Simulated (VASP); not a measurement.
Runs of VASP 6.6.1 on SnTe. It takes space group F-43m (No. 216, cubic). The conventional cell has a = 7.222 Å, b = 7.222 Å, c = 7.222 Å, α = 90.00°, β = 90.00°, γ = 90.00°. Around Te (site symmetry -43m) lie 4 Sn at 3.13 Å. Around Sn (site symmetry -43m) lie 4 Te at 3.13 Å. Measurements of this composition are mostly on another form, of space group No. 225.

```csv
task,level,spin,exchange at q = 0,screening parameter,mesh quality,gap on the mesh (eV),pressure (GPa)
band structure,HSE03,off,-,-,not flagged,0.26,-0.7
band structure,PBE0,off,truncated,-,not flagged,0.94,-0.7
band structure,HSE06,off,-,0.2 1/A,not flagged,(a),-0.7
single point,HSE06,"SOC, no magnetisation",-,0.2 1/A,coarse,-,-0.7
```

Alike in all rows: potentials or basis VASP PAW PBE potentials, release 64 (Te, Sn_d); cell as given; k mesh 4 × 4 × 4; cutoff (eV) 520; smearing gaussian 0.02 eV.

Estimate the missing entries.

(a) 0.38.

Caveats: some runs use coarse meshes; the PAW data sets were made with another functional, which shifts forces and pressure a little; spin-orbit coupling is left out, which moves the levels of the heavy elements (some runs).

A k mesh can miss the band edges, and rows without SOC leave out spin-orbit coupling on Sn, Te.
